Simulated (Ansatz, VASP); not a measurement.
**Si in VASP and in Ansatz**

```xyz
2
Lattice="0.0000 2.7271 2.7271 2.7271 0.0000 2.7271 2.7271 2.7271 0.0000" Properties=species:S:1:pos:R:3 pbc="T T T"
Si    2.7271    2.7271    2.7271
Si    4.0907    4.0907    4.0907
```

Alike in both runs: task single point; functional r2SCAN; k mesh 14 × 14 × 14; occupations gaussian, width 0.05 eV; no spin polarisation.

|  | VASP | Ansatz |
| --- | --- | --- |
| version | VASP 6.6.1 | Ansatz 0.2.0 |
| potentials or method | VASP PAW PBE potentials, release 64 (Si) | scalar-relativistic, plane waves, PAW |
| plane-wave cutoff (eV) | 520 | 600 |
| valence electrons in the cell | 8 | 8 |

Ansatz gave:

- gap on the k mesh at the Fermi level (eV): 0.78
- least direct gap on the mesh (eV): 2.74
- pressure (GPa): -0.5

Problem. What did VASP give for the same quantities?

Solution. gap on the k mesh at the Fermi level (eV): 0.80; least direct gap on the mesh (eV): 2.75; pressure (GPa): -0.8.

Caveats: the PAW data sets were made with another functional, which shifts forces and pressure a little (VASP). r2SCAN opens gaps a little over a GGA but as a rule still falls short of measured ones. A k mesh can miss the band edges.
